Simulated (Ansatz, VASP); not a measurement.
Y: VASP beside Ansatz

The input INCAR:

```
SYSTEM = Y
  ALGO = Fast
  EDIFF = 1E-6
  ENCUT = 520
  GGA = CA
  ISIF = 2
  ISMEAR = 0
  LASPH = .TRUE.
  LCHARG = .TRUE.
  LELF = .TRUE.
  LREAL = .FALSE.
  LVHAR = .TRUE.
  LWAVE = .FALSE.
  NBANDS = 18
  NELM = 80
  PREC = Accurate
  SIGMA = 0.1
```

File KPOINTS:

```
k-points
0
G
  6 6 4
  0 0 0
```

The input POSCAR:

```
Y
1.0
    3.6425693900      0.0000000000      0.0000000000
   -1.8212847000      3.1545576300      0.0000000000
    0.0000000000      0.0000000000      5.8791583500
Y
2
Direct
    0.3333333300      0.6666666700      0.2500000000
    0.6666666700      0.3333333300      0.7500000000
```

Input for Ansatz:

```yaml
crystal:
  lattice:
    - [3.64256939, 0.0, 0.0]
    - [-1.8212847, 3.15455763, 0.0]
    - [0.0, 0.0, 5.87915835]
  atoms:
    - { symbol: "Y", position: [0.33333333, 0.66666667, 0.25] }
    - { symbol: "Y", position: [0.66666667, 0.33333333, 0.75] }
basis:
  ecutwfc: 420
kpoints:
  mp_grid: { grid: [6, 6, 4] }
hamiltonian:
  xc: lda
  pseudopotentials: { kind: paw, azcp: { folder: soft_1 } }
scf:
  occupations: { method: gaussian, width: 0.1 }
output:
  forces: true
  stress: true
  eigenvalues: true
```

Alike in both runs: task single point; functional LDA; k mesh 6 × 6 × 4; occupations gaussian, width 0.1 eV; no spin polarisation.

|  | VASP | Ansatz |
| --- | --- | --- |
| version | VASP 6.6.1 | Ansatz 0.2.0 |
| potentials or method | VASP PAW LDA potentials, release 64 (Y_sv) | scalar-relativistic, plane waves, PAW |
| plane-wave cutoff (eV) | 520 | 420 |
| valence electrons in the cell | 22 | 22 |

Ansatz gave:

```
gap on the k mesh at the Fermi level (eV)       : none
pressure (GPa)                                  : -4.5
largest component of the traceless stress (GPa) : 1.61
```

Task: Which values does VASP return?

Result: gap on the k mesh at the Fermi level (eV): none; pressure (GPa): -4.6; largest component of the traceless stress (GPa): 1.59.

A gap of «none» marks a metal or a gap that the smearing closes. Ansatz warned: «pseudo_functional_mismatch».
